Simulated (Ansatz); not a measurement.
Si2Ni:

```xyz
3
Lattice="0.0000 2.7030 2.7030 2.7030 0.0000 2.7030 2.7030 2.7030 0.0000" Properties=species:S:1:pos:R:3 pbc="T T T"
Ni    0.0000    0.0000    0.0000
Si    4.0545    4.0545    4.0545
Si    1.3515    1.3515    1.3515
```

Base run:

```yaml
Program: Ansatz 0.2.0
Functional: LDA
Potentials_or_basis: all-electron LAPW, scalar-relativistic
Cutoff: 269 eV
Density_cutoff: 1077 eV
Basis_error_allowed: 0.002 eV/atom
k_mesh: 9 × 9 × 9
Occupations: fermi-dirac, width 0.05 eV
Spin: collinear spin, ferromagnetic start
Starting_moments: "[1.0, 0.0, 0.0] μB"
```

Its results: pressure -4.3 GPa; net moment 0.00 μB per cell.

Task: The run is repeated on the same cell with these changes: functional from LDA to PBE. What comes out?

Result: Pressure 3.8 GPa; net moment 0.00 μB per cell.

PBE binds less tightly than LDA, so the same cell stands under more pressure.

Not every run made on this cell is shown here.
